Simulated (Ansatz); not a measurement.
## Calculated quadrupolar parameters for ZnS

The cell is an entry of the Crystallography Open Database (COD), whose atoms a relaxation with PBE at fixed cell left in place.

```
Zn S
1.0
     3.82270    0.00000    0.00000
    -1.91135    3.31056    0.00000
     0.00000    0.00000    6.26070
Zn S
2 2
Direct
  0.33333 0.66667 0.00000
  0.66667 0.33333 0.50000
  0.33333 0.66667 0.37480
  0.66667 0.33333 0.87480
```

Atoms are numbered from 1 in the order listed; like atoms form one site, named after its first atom.

Level of theory: DFT, PBE, plane waves and PAW, scalar-relativistic, 420 eV cutoff, Γ-centred 13×13×7 k-points, Fermi–Dirac smearing 0.02 eV (Ansatz 0.2.0).

Conventions: |V_zz| ≥ |V_yy| ≥ |V_xx|, η = (V_xx − V_yy)/V_zz, C_Q = eQV_zz/h.

⁶⁷Zn: I = 5/2, Q = 122.0 mb; ³³S: I = 3/2, Q = -69.40 mb. Quadrupole moments are those of Pyykkö's year-2017 table.

```csv
site,atoms (order as listed),first shell,V_zz (10²¹ V/m²),η,C_Q (MHz)
Zn,"1, 2",4 S at 2.34–2.35 Å,0.051,0.00,0.151
S,"3, 4",4 Zn at 2.34–2.35 Å,0.22,0.00,-0.374
```

An axis of threefold or higher order runs through Zn and S, so V_zz lies along it and η is zero.

The relaxation (2 steps) took 20 s of wall time (18 s of CPU time) and 0.48 GiB at its peak, on 1 thread of Intel Xeon 6975P-C (Granite Rapids) (x86_64; 16 cores open to the job, memory cap 3.0 GiB, no GPU), a shared host with a load of 2.2 a core.
